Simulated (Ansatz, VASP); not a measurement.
**One calculation of SiW3, two programs**

File INCAR:

```
SYSTEM = SiW3
  PREC = Accurate
  ENCUT = 520
  EDIFF = 1E-6
  ISMEAR = 0
  SIGMA = 0.1
  LREAL = .False.
  LASPH = .True.
  NELM = 100
  ALGO = Fast
  ISIF = 2
  LWAVE = .False.
  LCHARG = .False.
  GGA = PE
  NBANDS = 31
```

The input KPOINTS:

```
regular mesh
0
Gamma
  12 12 12
  0 0 0
```

Contents of POSCAR:

```
SiW3
1.0
   -2.5154540482      2.5154540482      2.5154540482
    2.5154540482     -2.5154540482      2.5154540482
    2.5154540482      2.5154540482     -2.5154540482
Si W
1 3
Direct
    0.0000000000      0.0000000000      0.0000000000
    0.5000000000      0.5000000000      0.0000000000
    0.5000000000      0.0000000000      0.5000000000
    0.0000000000      0.5000000000      0.5000000000
```

Input for Ansatz:

```yaml
crystal:
  lattice:
    - [-2.5154540482, 2.5154540482, 2.5154540482]
    - [2.5154540482, -2.5154540482, 2.5154540482]
    - [2.5154540482, 2.5154540482, -2.5154540482]
  atoms:
    - { symbol: Si, position: [0.0, 0.0, 0.0] }
    - { symbol: W, position: [0.5, 0.5, 0.0] }
    - { symbol: W, position: [0.5, 0.0, 0.5] }
    - { symbol: W, position: [0.0, 0.5, 0.5] }
basis:
  ecutwfc: 420
kpoints:
  mp_grid: { grid: [12, 12, 12] }
hamiltonian:
  xc: pbe
scf:
  occupations: { method: gaussian, width: 0.1 }
output:
  forces: true
  stress: true
  eigenvalues: true
  populations: true
```

Alike in both runs: task single point; functional PBE; k mesh 12 × 12 × 12; occupations gaussian, width 0.1 eV; no spin polarisation.

|  | VASP | Ansatz |
| --- | --- | --- |
| version | VASP 6.6.1 | Ansatz 0.2.0 |
| potentials or method | VASP PAW PBE potentials, release 64 (Si, W_sv) | scalar-relativistic, plane waves, PAW |
| plane-wave cutoff (eV) | 520 | 420 |
| valence electrons in the cell | 46 | 46 |

```tsv
	VASP	Ansatz	Ansatz less VASP
gap on the k mesh at the Fermi level (eV)	none	none	-
pressure (GPa)	25.3	24.5	-0.79
```

A gap of «none» marks a metal or a gap that the smearing closes.

Caveats: so large a pressure means that the cell lies far from this level's equilibrium, or that cutoff or potentials fall short (VASP). Spin-orbit coupling is left out, which matters for the levels of W.
